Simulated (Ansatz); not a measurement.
**From the elastic tensor of Si₂Mo at 7 GPa (stress–strain coefficients) to moduli and sound speeds**

Theory: DFT PBEsol, scalar-relativistic, plane waves, PAW (Ansatz 0.2.0). Plane waves to 420 eV; Γ-centred k mesh 18×18×18; Fermi-Dirac smearing of 0.15 eV. No spin polarisation.

It takes space group I4/mmm (No. 139, tetragonal). Conventional cell: a = 3.156 Å, b = 3.156 Å, c = 7.757 Å, α = 90.00°, β = 90.00°, γ = 90.00°. Si (site symmetry 4mm) has 5 Si at 2.57 to 2.59 Å and 5 Mo at 2.57 to 2.60 Å as nearest neighbours. Mo (site symmetry 4/mmm) has 10 Si at 2.57 to 2.60 Å as nearest neighbours.

In a metal, frequencies and elastic constants depend on the k mesh and the smearing, soft modes and shear constants most.

Relaxed-ion constants (GPa, on the Cartesian axes of the calculation):
```
448.6 152.3 118.0   0.0   0.0   0.0
152.3 448.6 118.0   0.0   0.0   0.0
118.0 118.0 571.5   0.0   0.0   0.0
  0.0   0.0   0.0 221.1   0.0   0.0
  0.0   0.0   0.0   0.0 221.1   0.0
  0.0   0.0   0.0   0.0   0.0 222.0
```

Density 6.539 g/cm³; 3 atoms in 38.63 Å³.

The values that follow are for a polycrystal of randomly turned grains, by Hill's mean where one number stands.

- Bulk modulus, Voigt / Reuss / Hill: 249.5 / 248.1 / 248.8 GPa
- Shear modulus, Voigt / Reuss / Hill: 204.8 / 199.6 / 202.2 GPa
- Young's modulus: 477 GPa
- Poisson ratio: 0.180
- Pugh ratio B/G: 1.23
- Universal anisotropy index: 0.14
- Longitudinal and transverse sound speeds: 8905 and 5561 m/s
- Debye temperature from the mean sound speed: 778 K

Cost: 1 run of about 13 core-minutes, on Arm Neoverse V2 (shared hosts).

Compressed MoSi₂ is stiffest along the tetragonal axis, with C33 at 571.5 GPa against 448.6 GPa for C11. The probable reason is the directional Mo d–Si p and Si–Si bonding: in this structure, straight Mo–Si–Si–Mo chains run along c and take up axial strain directly by bond stretching, whereas strain along a is partly accommodated by changes in bond angle. The shear constants C44 and C66 well exceed C13 and C12, by far more than the applied pressure could account for, which also points to strongly angle-dependent forces despite the metallic conductivity.

The small universal anisotropy index hides a clear difference within the basal plane, where shear governed by C11 − C12 is distinctly softer than that governed by C66. The tensor satisfies the elastic stability conditions at this pressure. The low B/G ratio fits the known brittleness of the silicide at ambient temperature, but fracture and plastic flow depend on dislocation mobility and cleavage, which elastic constants alone do not determine.
